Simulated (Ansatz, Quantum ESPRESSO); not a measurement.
**NbP: 4 runs at one level of theory**

```
Nb P
1.0
    -1.67492    1.67492    5.74011
     1.67492   -1.67492    5.74011
     1.67492    1.67492   -5.74011
Nb P
2 2
Direct
  0.24988 0.74988 0.50000
  0.49988 0.49988 0.00000
  0.83275 0.33275 0.50000
  0.08275 0.08275 0.00000
```

The cell is a database's computed one, not the measured one.

Alike in all runs: task band structure; functional PBEsol; k mesh 11 × 11 × 11; occupations fermi-dirac, width 0.05 eV; no spin polarisation; no spin-orbit coupling. Pressure is positive in compression and, in plane waves, holds the error of the finite cutoff, which Ansatz's Pulay term estimates and takes out.

```csv
program and potentials,plane-wave cutoff (eV),notes,pressure (GPa)
"Quantum ESPRESSO, GBRV 1.5 PBEsol",612,-,-6.72
"Ansatz, all-electron LAPW, scalar-relativistic",-,-,-6.38
"Quantum ESPRESSO, PseudoDojo 0.4.1 SR PBEsol standard",1116,-,-6.36
"Ansatz, PAW datasets made for the crystal",240,-,-6.38
```

The pressure spans -6.72 (Quantum ESPRESSO, GBRV 1.5 PBEsol) to -6.36 GPa (Quantum ESPRESSO, PseudoDojo 0.4.1 SR PBEsol standard), with all-electron results at -6.38.

The functional is the same throughout but for its coding, so the spread measures potentials, basis and numerics; runs on potential files found faulty are left out.
